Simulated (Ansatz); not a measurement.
input.yaml

```yaml
crystal:
  lattice:
    - [3.3988932124, 0.0, 0.0]
    - [0.0, 3.3988932124, 0.0]
    - [0.0, 0.0, 3.3988932124]
  atoms:
    - { symbol: Ca, position: [0.0, 0.0, 0.0] }
basis:
  ecutwfc: 500
kpoints:
  mp_grid: { grid: [12, 12, 12] }
hamiltonian:
  xc: r2scan
scf:
  occupations: { method: gaussian, width: 0.1 }
output:
  forces: true
  stress: true
  eigenvalues: true
```

Run as
```bash
ansatz run input.yaml --threads 1 --pin off --max-ram 1331MiB --backend cpu --events-out ev --progress --plain --runs-dir out
```

Level of theory: DFT r2SCAN, scalar-relativistic, plane waves, PAW in Ansatz 0.2.0.

Abridged output (final results; tables in files aren't shown):

```
SCF 1 converged in 6 iterations: F = -1821.264259 eV  dr2 = 1.94e-8
SCF converged after 6 iterations
Free energy (F): -1821.264259 eV
Harris-Foulkes:  -1821.264259 eV  (|F-HF|=1.25e-8)
Internal energy: -1821.261084 eV  (E = F + TS)
E sigma→0 (E₀):  -1821.262671 eV
Entropy (-TS):   -0.003175 eV (-3.175 meV/atom)
Fermi energy:    5.460217 eV
--- Per-component energies (eV) ---
  E_band       = -179.861024
  E_kinetic    = 276.326681
  E_local      = -843.295492  (includes V_loc(G=0)·N_el)
  E_nonlocal   = 63.398245
  E_hartree    = 282.576854
  E_xc         = -135.262431
  E_vxc        = -191.745154  (∫ρ·V_xc dr)
  E_paw        = -863.763950  (= ΣΔE_a)
  E_vpaw       = -61.248629  (= ΣTr[D̂ρ^β])
  E_aug_tail   = -0.000004  (compensation charges beyond the density's cutoff)
  E_vtau       = 11.550612  (kinetic-family band-sum trace: ∫τ·v_τ [+ j·A + Jᵃ·Aᵃ] dr)
  E_ewald      = -601.020321
  E_core_change = -0.220665  (= ΣΔE_core)
  E_smearing   = -0.003175  (= −TS)
--- Forces (eV/Å), atoms counted from 1 ---
  atom   1  Ca     0.00000000     0.00000000     0.00000000
--- Stress (GPa, compression-positive) ---
        0.975089       0.000000       0.000000
        0.000000       0.975089       0.000000
        0.000000       0.000000       0.975089
  P = ⅓ Tr σ = 0.9751 GPa (9.751 kbar)
--- Band table (eV; the first three rows and the last of 84) ---
  k-point 0: bands = ["-38.4468", "-18.4258", "-18.4258", "-18.4258", "1.2174", "6.5018", "6.5018", "10.2035", "10.2035"]
  k-point 1: bands = ["-38.4449", "-18.4456", "-18.4241", "-18.4241", "1.3291", "6.5365", "6.5380", "10.0722", "10.0722"]
  k-point 2: bands = ["-38.4400", "-18.4991", "-18.4194", "-18.4194", "1.6568", "6.5944", "6.6399", "9.7520", "9.7520"]
  k-point 83: bands = ["-38.3685", "-18.6344", "-18.6344", "-18.6344", "6.1490", "6.1490", "6.1490", "11.0394", "11.0394"]
```

The calculation finished and met its thresholds.